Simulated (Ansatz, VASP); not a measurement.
# InAs: VASP beside Ansatz, part 3 of 3

Aim: how closely do two programs agree when they are given the same cell, functional and k mesh? The structure shown is the end of the Ansatz relaxation below.

VASP 6.6.1 and Ansatz 0.2.0.

So far: Starting point; Ansatz: relaxation, r2SCAN; VASP: single point, r2SCAN.

## Step 3: VASP: single point, r2SCAN (continued)

Level of this step: r2SCAN; plane waves and PAW (As, In_d) (VASP).

Numbers of over 12 decimals in the logs are rounded to 6 here.

Parts of OUTCAR (step 3):

```text
ion  position               nearest neighbor table
   1  0.750  0.750  0.750-   2 2.64   2 2.64   2 2.64   2 2.64
   2  0.000  0.000  0.000-   1 2.64   1 2.64   1 2.64   1 2.64

  LATTYP: Found a body centered tetragonal cell.
 ALAT       =     4.3506414202
 C/A-ratio  =     1.3759457770

 Subroutine GETGRP returns: Found  2 space group operations
 (whereof  2 operations were pure point group operations)

The static configuration has the point symmetry C_1h.

   k-points           NKPTS =   1728   k-points in BZ     NKDIM =   1728   number of bands    NBANDS=     15

   dimension x,y,z NGX =    36 NGY =   36 NGZ =   36
   dimension x,y,z NGXF=    72 NGYF=   72 NGZF=   72

   ENCUT  =  550.0 eV  40.42 Ry    6.36 a.u.   8.21  8.21  8.32*2*pi/ulx,y,z

   NELECT =      18.0000    total number of electrons

 k-points in reciprocal lattice and weights: Points of the shifted mesh
   0.04166667  0.04166667  0.04166667       0.001
   0.04166667  0.04166667  0.12500000       0.001
   0.04166667  0.04166667  0.20833333       0.001
   0.04166667  0.04166667  0.29166667       0.001
   0.04166667  0.04166667  0.37500000       0.001
   0.04166667  0.04166667  0.45833333       0.001
   0.04166667  0.04166667  0.54166667       0.001
   0.04166667  0.04166667  0.62500000       0.001
   0.04166667  0.04166667  0.70833333       0.001
[...]
0.95833333  0.95833333  0.87500000       0.001
   0.95833333  0.95833333  0.95833333       0.001

 average (electrostatic) potential at core
       1 -54.3714       2-102.4223

 E-fermi :   4.3329

 k-point     1 :       0.0417    0.0417    0.0417
  band No.  band energies     occupation
    ...
      5     -10.6380      2.00000
      6      -8.0930      2.00000
      7       3.4843      2.00000
      8       3.9581      2.00000
      9       4.0478      2.00000
     10       4.6180      0.00000
     11       8.2581      0.00000
     12       8.3369      0.00000
     13       8.3455      0.00000
     14      12.1182      0.00000
    ...

 k-point     2 :       0.0417    0.0417    0.1250
  band No.  band energies     occupation
    ...
      5     -10.6387      2.00000
      6      -7.9975      2.00000
      7       2.5533      2.00000
      8       3.8258      2.00000
      9       3.9049      2.00000
     10       5.2846      0.00000
     11       8.2900      0.00000
     12       8.4300      0.00000
     13       8.6239      0.00000
     14      12.6540      0.00000
    ...

 k-point     3 :       0.0417    0.0417    0.2083
  band No.  band energies     occupation
    ...
      5     -10.6387      2.00000
      6      -7.7671      2.00000
      7       1.3465      2.00000
      8       3.5304      2.00000
      9       3.6982      2.00000
     10       5.6888      0.00000
     11       8.6478      0.00000
     12       8.6937      0.00000
     13       9.0522      0.00000
     14      12.6267      0.00000
    ...

  Total        0.0131028      0.0131028      0.3573373     -0.0007867     -0.0011556     -0.0011556
  in kB        0.3705469      0.3705469     10.1054971     -0.0222465     -0.0326804     -0.0326817
  external PRESSURE =       3.6155303 kB  Pullay stress =       0.0000000 kB

  energy-cutoff  :      550.00
  volume of cell :       56.65
      direct lattice vectors                 reciprocal lattice vectors
     0.000000000  3.076368051  2.993123345    -0.162529318  0.162529318  0.167049581
     3.076368051  0.000000000  2.993123345     0.162529318 -0.162529318  0.167049581
     3.076368051  3.076368051  0.000000000     0.162529318  0.162529318 -0.167049581

 POSITION                                       TOTAL-FORCE (eV/Angst)
 -----------------------------------------------------------------------------------
      4.61451      4.61451      4.48966        -0.000002     -0.000002     -0.000004
      0.00004      0.00004      0.00003         0.000002      0.000002      0.000004
 -----------------------------------------------------------------------------------
    total drift:                                0.000003      0.000003      0.000005

  FREE ENERGIE OF THE ION-ELECTRON SYSTEM (eV)
  ---------------------------------------------------
  free  energy   TOTEN  =       -38.0591154533 eV

  energy  without entropy=      -38.0591154533  energy(sigma->0) =      -38.05911545

 total charge
# of ion       s       p       d       tot
------------------------------------------
    1        1.214   1.600   0.021   2.836
    2        0.835   0.739   9.888  11.462
--------------------------------------------------
tot          2.049   2.339   9.910  14.298

[... 3 further parts left out ...]
```

The run ends at a pressure of 0.36 GPa.

## Step 4: Differences

Known differences besides the potentials themselves: VASP keeps PBE cores, Ansatz makes them for the functional; the data sets hold 28 valence electrons in Ansatz (on its PAW soft_1 files) and 18 in VASP; the cutoff is 500 eV in Ansatz and 550 eV in VASP; Ansatz's pressure holds a Pulay correction, VASP's none. Total energies have different zeros and are not compared.

Compared:

| quantity | Ansatz | VASP | difference |
| --- | --- | --- | --- |
| pressure (GPa) | 0.32 | 0.36 | -0.04 |
| gap on the k mesh (eV) | 0.570 | 0.570 | -0.001 |

A gap on the mesh is an upper bound, since the band edges may lie between its points.

## Step 5: Results

```
difference in gap on the k mesh (single point, r2SCAN) : -6.8e-4 eV
```

What this shows: The difference in gap on the k mesh is -6.8e-4 eV (single point, r2SCAN), within the 0.08 eV picked in this series as the mark of a large difference. The data sets hold unlike numbers of valence electrons (28 in Ansatz and 18 in VASP), so part of the differences comes from the potentials. Such differences can come from data sets, numerical settings and the points named under the comparisons, not from the functional's error against experiment.

[Lines on the potential files, build, host, timing and source positions are cut from VASP's logs without a mark.]

[Logs are printed without paths, hosts, clocks, repeated set-up lines and the standing remarks that a program may print on its own settings, such as how far it seeks lower states.]

[Hosts, paths, dates, database ids (printed as entryN), source tags and the programs' standing remarks are cut or masked in the printed files.]
